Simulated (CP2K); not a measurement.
Wanted: the native input for a CP2K 2026.2 run.

```yaml
Task: relaxation of cell and atoms
Functional: LDA
Potentials_or_basis: GTH_POTENTIALS Sn GTH-PADE-q4; TZVP-MOLOPT-PBE-GTH basis
Density_cutoff: 6123 eV
k_mesh: 8 × 8 × 8
Occupations: fermi-dirac, width 0.01 eV
Spin: no spin polarisation
SCF_solver: diagonalisation with k points
Quickstep_method: GPW
EPS_DEFAULT: 1.0E-9
EPS_SCF: 1.0E-6
MAX_SCF: 100
SCF_GUESS: ATOMIC
Mesh_centred_on_Gamma: yes
CHOLESKY: OFF
EPS_EIGVAL: 1.0E-7
MIXING_METHOD: BROYDEN_MIXING
MIXING_ALPHA: 0.4
NBUFFER: 8
NGRIDS: 5
EXTRAPOLATION: USE_PREV_P
Basis_sets: Sn TZVP-MOLOPT-PBE-GTH-q4
Potentials: Sn GTH-PADE-q4 of GTH_POTENTIALS
ADDED_MOS: "[8]"
Optimiser: BFGS
Most_steps: 40
KEEP_SPACE_GROUP: yes
Force_threshold_eV/A: 0.02 eV/Å
PRESSURE_TOLERANCE_bar: 200 bar
Target_pressure_GPa: 0 GPa
REL_CUTOFF_Ry: 60 Ry
MIXING_BETA_1/bohr: 1.5 1/bohr
CUTOFF_of_the_grids: 450 Ry
```

Sn:

```
Sn
1.0
     3.40608    0.00000    0.00000
    -0.19543    3.40046    0.00000
    -1.55493   -1.74781    2.47562
Sn
1
Cartesian
  0.0000 0.0000 0.0000
```

This isn't the form of Sn at room conditions, which is tetragonal (white tin).

The input as run:

sn_vcrelax.inp

```
&GLOBAL
  PROJECT sn_vcrelax
  RUN_TYPE CELL_OPT
  PRINT_LEVEL LOW
&END GLOBAL
&FORCE_EVAL
  METHOD QS
  STRESS_TENSOR ANALYTICAL
  &DFT
    BASIS_SET_FILE_NAME BASIS_MOLOPT_UZH
    POTENTIAL_FILE_NAME GTH_POTENTIALS
    &MGRID
      CUTOFF 450
      REL_CUTOFF 60
      NGRIDS 5
    &END MGRID
    &QS
      METHOD GPW
      EPS_DEFAULT 1.0E-9
      EXTRAPOLATION USE_PREV_P
    &END QS
    &KPOINTS
      SCHEME MONKHORST-PACK 8 8 8
      GAMMA_CENTERED T
    &END KPOINTS
    &SCF
      SCF_GUESS ATOMIC
      EPS_SCF 1.0E-6
      MAX_SCF 100
      ADDED_MOS 8
      CHOLESKY OFF
      EPS_EIGVAL 1.0E-7
      &DIAGONALIZATION ON
        ALGORITHM STANDARD
      &END DIAGONALIZATION
      &MIXING ON
        METHOD BROYDEN_MIXING
        ALPHA 0.4
        BETA 1.5
        NBUFFER 8
      &END MIXING
      &SMEAR ON
        METHOD FERMI_DIRAC
        ELECTRONIC_TEMPERATURE 116.05
      &END SMEAR
    &END SCF
    &XC
      &XC_FUNCTIONAL
        &LDA_X
        &END LDA_X
        &LDA_C_PW
        &END LDA_C_PW
      &END XC_FUNCTIONAL
    &END XC
    &PRINT
      &KPOINTS ON
      &END KPOINTS
      &MULLIKEN ON
        &EACH
          CELL_OPT 0
        &END EACH
        ADD_LAST NUMERIC
      &END MULLIKEN
      &MO ON
        ENERGIES T
        OCCUPATION_NUMBERS T
        &EACH
          QS_SCF 0
          CELL_OPT 0
        &END EACH
        ADD_LAST NUMERIC
      &END MO
      &LOWDIN ON
        &EACH
          CELL_OPT 0
        &END EACH
        ADD_LAST NUMERIC
      &END LOWDIN
      &HIRSHFELD ON
        SHAPE_FUNCTION DENSITY
        &EACH
          CELL_OPT 0
        &END EACH
        ADD_LAST NUMERIC
      &END HIRSHFELD
    &END PRINT
  &END DFT
  &SUBSYS
    &CELL
      A 3.4060750692 0.0000000000 0.0000000000
      B -0.1954333787 3.4004636700 0.0000000000
      C -1.5549314007 -1.7478084207 2.4756214250
      PERIODIC XYZ
    &END CELL
    &COORD
      Sn  0.0000000000 0.0000000000 0.0000000000
    &END COORD
    &KIND Sn
      BASIS_SET TZVP-MOLOPT-PBE-GTH-q4
      POTENTIAL GTH-PADE-q4
    &END KIND
    &PRINT
      &ATOMIC_COORDINATES ON
      &END ATOMIC_COORDINATES
      &CELL ON
      &END CELL
    &END PRINT
  &END SUBSYS
  &PRINT
    &FORCES ON
    &END FORCES
    &STRESS_TENSOR ON
    &END STRESS_TENSOR
  &END PRINT
&END FORCE_EVAL
&MOTION
  &CELL_OPT
    OPTIMIZER BFGS
    MAX_ITER 40
    MAX_FORCE [eV*angstrom^-1] 0.02
    RMS_FORCE [eV*angstrom^-1] 0.02
    MAX_DR 1.0E-2
    RMS_DR 1.0E-2
    EXTERNAL_PRESSURE [bar] 0.0
    PRESSURE_TOLERANCE [bar] 200
    KEEP_SPACE_GROUP T
  &END CELL_OPT
  &PRINT
    &TRAJECTORY ON
    &END TRAJECTORY
    &CELL ON
    &END CELL
    &FORCES ON
    &END FORCES
    &STRESS ON
    &END STRESS
    &RESTART OFF
    &END RESTART
    &RESTART_HISTORY OFF
    &END RESTART_HISTORY
  &END PRINT
&END MOTION
```

Potentials or basis: GTH_POTENTIALS Sn GTH-PADE-q4; TZVP-MOLOPT-PBE-GTH basis.

The run is started by

```bash
$ OMP_NUM_THREADS=1 cp2k.psmp -i sn_vcrelax.inp -o sn_vcrelax.out
```

It gave:

| Item | Value |
| --- | --- |
| Energy gained by relaxing | 49.4 meV/atom |
| Ionic steps | 15 |
| Pressure after relaxing | 0.0 GPa |
| Band gap on the k mesh | none (metal or under the smearing width) |

Caveat: more than 0.5 GPa of stress was left at the end, so the final cell isn't listed; the basis of atomic orbitals isn't converged, which shifts pressures, moduli and gaps.

Wall time 4 min on 1 thread of Arm Neoverse N1, on a shared host, peak memory 0.23 GiB.
